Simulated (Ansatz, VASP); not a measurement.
**V: VASP beside Ansatz**

```
V
1.0
     2.63613    0.00000    0.00000
    -1.31806    2.28295    0.00000
     0.00000    0.00000    4.80290
V
2
Direct
  0.33333 0.66667 0.25000
  0.66667 0.33333 0.75000
```

Alike in both runs: task single point; functional LDA; k mesh 16 × 16 × 8; occupations fermi-dirac, width 0.1 eV; no spin polarisation.

```csv
,VASP,Ansatz
version,VASP 6.6.1,Ansatz 0.2.0
potentials or method,"VASP PAW LDA potentials, release 64 (V_sv)","plane waves (420 eV) with PAW, scalar-relativistic"
plane-wave cutoff (eV),520,420
valence electrons in the cell,26,26
```

VASP gave:

| Quantity | Value |
| --- | --- |
| pressure (GPa) | -17.7 |
| largest component of the traceless stress (GPa) | 0.23 |

Task: What did Ansatz give for the same quantities?

Result: Pressure (GPa): -18.0; largest component of the traceless stress (GPa): 0.24.

Ansatz warned: «pseudo_functional_mismatch».

Caveats: so large a pressure means that the cell lies far from this level's equilibrium, or that cutoff or potentials fall short (VASP).
